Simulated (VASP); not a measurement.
**BaZr2O3: relaxation of cell and atoms with PBE**

The system is BaZr2O3.

```xyz
6
Lattice="-2.0500 2.0500 5.6500 2.0500 -2.0500 5.6500 2.0500 2.0500 -5.6500" Properties=species:S:1:pos:R:3 pbc="T T T"
Ba    0.0000    0.0000    0.0000
Zr    0.0000    0.0000    7.6840
Zr    0.0000    0.0000    3.5595
O     0.0000    0.0000    5.6500
O     2.0500    0.0000    2.0905
O     0.0000    2.0500    2.0905
```

The cell was built by a generator and needn't be a form met in nature.

- Program: VASP 6.6.1
- Task: relaxation of cell and atoms
- Functional: PBE
- Potentials or basis: VASP PAW PBE potentials, release 64 (Ba_sv, Zr_sv, O)
- Cutoff: 520 eV
- k mesh: 5 × 5 × 5
- Occupations: gaussian, width 0.15 eV
- Spin: no spin polarisation
- Further INCAR settings: PREC = Normal; ALGO = Fast; EDIFF = 0.0001; IBRION = 2; EDIFFG = -0.08; NSW = 24; ISIF = 3

```
Relaxed volume                         : 17.83 Å³/atom
Relaxed cell                           : a = 6.975 Å, b = 6.975 Å, c = 6.975 Å, α = 145.75°, β = 145.75°, γ = 49.21°
Space group after relaxing (to 0.05 Å) : I4mm (No. 107)
Energy gained by relaxing              : 172.1 meV/atom
Ionic steps                            : 18
Pressure after relaxing                : 0.1 GPa
Largest force after relaxing           : 0.067 eV/Å
Band gap on the k mesh                 : none (metal or under the smearing width)
```

Forces in eV/Å, atoms in the order of the input:
```
Ba   0.000  0.000 -0.053
Zr   0.000  0.000  0.012
Zr   0.000  0.000 -0.010
O    0.000  0.000  0.067
O    0.000  0.000 -0.008
O    0.000  0.000 -0.008
```

The path:
| step | energy change (eV) | largest force (eV/Å) | pressure (GPa) | volume (Å³) |
| --- | --- | --- | --- | --- |
| 1 | 0.0000 | 2.5805 | 11.66 | 94.98 |
| 2 | -0.3909 | 1.4532 | -9.14 | 111.69 |
| 3 | -0.5341 | 1.3530 | -3.21 | 105.19 |
| 4 | -0.7287 | 0.7128 | 0.20 | 102.92 |
| 5 | -0.7706 | 0.9411 | 3.23 | 101.40 |
| 6 | -0.8769 | 0.6974 | 1.08 | 103.44 |
| 7 | -0.9199 | 0.4074 | -1.15 | 105.72 |
| 8 | -0.9497 | 0.3588 | -0.05 | 104.86 |
| 9 | -0.9599 | 0.3996 | 0.90 | 104.18 |
| 10 | -0.9917 | 0.3186 | 0.06 | 105.14 |
| 11 | -1.0081 | 0.2798 | -0.77 | 106.16 |
| 12 | -1.0099 | 0.3501 | -1.17 | 106.62 |
| 13 | -1.0233 | 0.2802 | 0.74 | 105.76 |
| 14 | -1.0235 | 0.2272 | 0.52 | 105.85 |
| 15 | -1.0297 | 0.1697 | 0.20 | 106.34 |
| 16 | -1.0302 | 0.2438 | 0.11 | 106.53 |
| 17 | -1.0328 | 0.0805 | -0.12 | 106.94 |
| 18 | -1.0329 | 0.0668 | 0.10 | 106.99 |

Final structure:
```yaml
crystal:
  lattice:
    - [-2.05374, 2.05374, 6.34173]
    - [2.05374, -2.05374, 6.34173]
    - [2.05374, 2.05374, -6.34173]
  atoms:
    - { symbol: Ba, position: [0.01020, 0.01020, 0.00000] }
    - { symbol: Zr, position: [0.71644, 0.71644, 0.00000] }
    - { symbol: Zr, position: [0.30503, 0.30503, 0.00000] }
    - { symbol: O, position: [0.45850, 0.45850, 0.00000] }
    - { symbol: O, position: [0.18741, 0.68741, 0.50000] }
    - { symbol: O, position: [0.68741, 0.18741, 0.50000] }
```

Levels at points of the mesh, in eV from the Fermi level:
| k point | band 23 | band 24 | band 25 | band 26 | band 27 | band 28 | band 29 | band 30 |
| --- | --- | --- | --- | --- | --- | --- | --- | --- |
| (0.00, 0.00, 0.00) | -4.14 | -4.14 | -2.23 | -1.15 | 0.91 | 1.14 | 1.14 | 1.55 |

Run time: 2.5 min on 2 MPI ranks on Intel(R) Xeon(R) 6975P-C (Granite Rapids), on a shared host, peak memory 0.24 GiB a rank.

Caveat: the k mesh is coarse (spacing up to 0.43 Å⁻¹), so the values aren't converged; the relaxation stopped at a loose force limit of 0.08 eV/Å, so its end isn't a converged minimum. The run has no spin-orbit coupling, so splittings on Ba are missing.
